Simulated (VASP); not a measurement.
Wanted: the native input for a VASP 6.6.1 run.

- Task: single point
- Functional: PBE
- Potentials or basis: VASP PAW PBE potentials, release 64 (Ti_sv, B)
- Cutoff: 520 eV
- k mesh: 10 × 10 × 8
- Occupations: fermi-dirac, width 0.05 eV
- Spin: no spin polarisation
- Further INCAR settings: ALGO = Normal; EDIFF = 1e-07; NBANDS = 16

The structure of TiB2 lies in POSCAR:

```
TiB2
1.0
    3.0292000000      0.0000000000      0.0000000000
   -1.5146000000      2.6233641531      0.0000000000
    0.0000000000      0.0000000000      3.2284000000
Ti B
1 2
Direct
   -0.0033710000     -0.0139150000     -0.0152660000
    0.6563980000      0.3134780000      0.5027410000
    0.3314890000      0.6664920000      0.4940860000
```

The cell isn't the ideal one: atoms moved at random, drawn with an rms of 0.05 Å.

The input as run:

INCAR

```
SYSTEM = TiB2
PREC     = Accurate       ! precision mode
ENCUT    = 520            ! plane-wave cutoff, eV
EDIFF    = 1E-7           ! SCF threshold, eV
ISMEAR   = -1             ! smearing method
SIGMA    = 0.05           ! smearing width, eV
LREAL    = .FALSE.        ! projectors in reciprocal space
LASPH    = .TRUE.         ! aspherical terms in the spheres
NELM     = 80             ! most SCF steps
ALGO     = Normal         ! electronic algorithm
ISIF     = 2              ! what is computed and relaxed
LWAVE    = .FALSE.        ! write WAVECAR
LCHARG   = .TRUE.         ! write CHGCAR
GGA      = PE             ! functional
LELF     = .TRUE.         ! ELF
LVHAR    = .TRUE.       
NBANDS   = 16             ! bands
```

KPOINTS

```
Automatic mesh
0
G
  10 10 8
  0 0 0
```

Potentials or basis: VASP PAW PBE potentials, release 64 (Ti_sv, B).

The run is started by

```sh
$ cat potpaw_PBE.64/Ti_sv/POTCAR potpaw_PBE.64/B/POTCAR > POTCAR
$ mpirun -np 1 vasp_std > vasp.out
```

Results of the run:

* Pressure: 1.1 GPa
* Largest force: 0.948 eV/Å
* Band gap on the k mesh: none (metal or under the smearing width)

Run time: 89 s on 1 thread of Intel(R) Xeon(R) Platinum 8488C (Sapphire Rapids), with other jobs on the host, peak memory 0.27 GiB.
